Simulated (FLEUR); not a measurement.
## BaTiO3: single point with PBE

BaTiO3:

```
Ba Ti O
1.0
     2.82737    1.63238    2.31839
    -2.82737    1.63238    2.31839
     0.00000   -3.26476    2.31839
Ba Ti O
1 1 3
Direct
  0.00000 0.00000 0.00000
  0.48450 0.48450 0.48450
  0.50860 0.01750 0.50860
  0.01750 0.50860 0.50860
  0.50860 0.50860 0.01750
```

| Property | Result |
| --- | --- |
| Program | FLEUR MaX-R8.1 (later development tree) |
| Task | single point |
| Functional | PBE |
| Potentials or basis | all-electron |
| Basis | FLAPW |
| Kmax | 5.38 1/bohr |
| k mesh | 7 × 7 × 7 |
| Occupations | fermi-dirac, width 0.05 eV |
| Spin | no spin polarisation |
| Gmax | 16.7 1/bohr |
| Muffin-tin radii | Ba 2.51, Ti 1.82, O 1.39 bohr |
| lmax | Ba 10, Ti 8, O 8 |
| lnonsphr | Ba 10, Ti 8, O 8 |
| Local orbitals a species | Ba 6, Ti 5, O 3 |
| Max iterations | 60 |
| Mixing factor | 0.05 |
| Mixer | Anderson |
| Mixer history | 15 |
| Density convergence | 1e-05 me/bohr^3 |

* Largest force: 0.147 eV/Å
* Band gap on the k mesh: 2.49 eV, indirect (least direct gap 2.79 eV)
* Valence electrons inside the program's atomic spheres: Ba 17.13; Ti 8.98; O 4.47 (radii Ba 2.51, Ti 1.82, O 1.39 bohr)

Forces in eV/Å, atoms in the order of the input:
```
Ba   0.000  0.000 -0.133
Ti   0.000  0.000  0.147
O    0.109 -0.063 -0.002
O   -0.109 -0.063 -0.002
O    0.000  0.125 -0.002
```

Levels at points of the mesh, in eV from the valence-band top:
```tsv
k point	band 21	band 22	band 23	band 24	band 25	band 26	band 27	band 28	band 29	band 30
(0.00, 0.00, 0.00)	-1.26	-1.03	-0.43	-0.30	-0.30	2.49	2.49	2.63	4.61	4.61
```

Core levels (eV from the Fermi level):
```csv
atom,levels
1 Ba,"1s1/2 -37220.8, 2s1/2 -5872.9, 2p1/2 -5531.4, 2p3/2 -5149.6, 3s1/2 -1232.2, 3p1/2 -1088.9, 3p3/2 -1015.1, 4s1/2 -234.1, 3d3/2 -763.9, 3d5/2 -748.1, 4p1/2 -182.0, 4p3/2 -166.7"
2 Ti,"1s1/2 -4861.6, 2s1/2 -530.9, 2p1/2 -442.1, 2p3/2 -436.3"
3 O,1s1/2 -503.8
4 O,1s1/2 -503.8
5 O,1s1/2 -503.8
```

It took 39 min on 1 thread of Arm Neoverse V1, on a shared host, peak memory 0.19 GiB.

Caveat: spin-orbit coupling is left out, which moves the levels of the heavy elements; an odd mesh through Γ misses points on the zone boundary, where band edges often lie.
